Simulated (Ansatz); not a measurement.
# Convergence of Ta

```yaml
crystal:
  lattice:
    - [0.00000, 2.11000, 2.11000]
    - [2.11000, 0.00000, 2.11000]
    - [2.11000, 2.11000, 0.00000]
  atoms:
    - { symbol: Ta, position: [0.00000, 0.00000, 0.00000] }
```

The cell is COD entry 1534932, as deposited and not checked against the literature; nothing was relaxed.

Spin–orbit coupling is left out, though it moves levels of the heavy atoms by tenths of an eV or more.

All numbers below come from DFT, PBE, PAW with Ansatz's default frozen-core files, scalar-relativistic (Ansatz 0.2.0).

Numerical set-up: a Γ-centred 15×15×15 k mesh, Fermi–Dirac smearing of 0.08 eV, cutoff 420 eV, no spin polarisation. One setting is then changed at a time.

P includes the program's estimate of the Pulay (finite-basis) term, listed apart; without it the pressure would be far more sensitive to the cutoff.

| PAW cutoff (eV) | free energy less the base's (meV/atom) | P (GPa) | Pulay term in P (GPa) |
| --- | --- | --- | --- |
| 420 (base) | 0.0 | 0.56 | 0.06 |
| 150 | 8676 | -20.78 | 246.07 |
| 300 | ? | 0.54 | ? |
| 350 | 4.4 | 0.57 | 0.20 |
| 600 | -0.8 | 0.55 | 0.01 |
| 800 | -1.0 | 0.55 | 0.00 |

(1) Give the missing entry: row "300", column "free energy less the base's (meV/atom)".

(2) What belongs in the row "300", column "Pulay term in P (GPa)"?

Answers

(1) 12.5.

(2) 0.59.
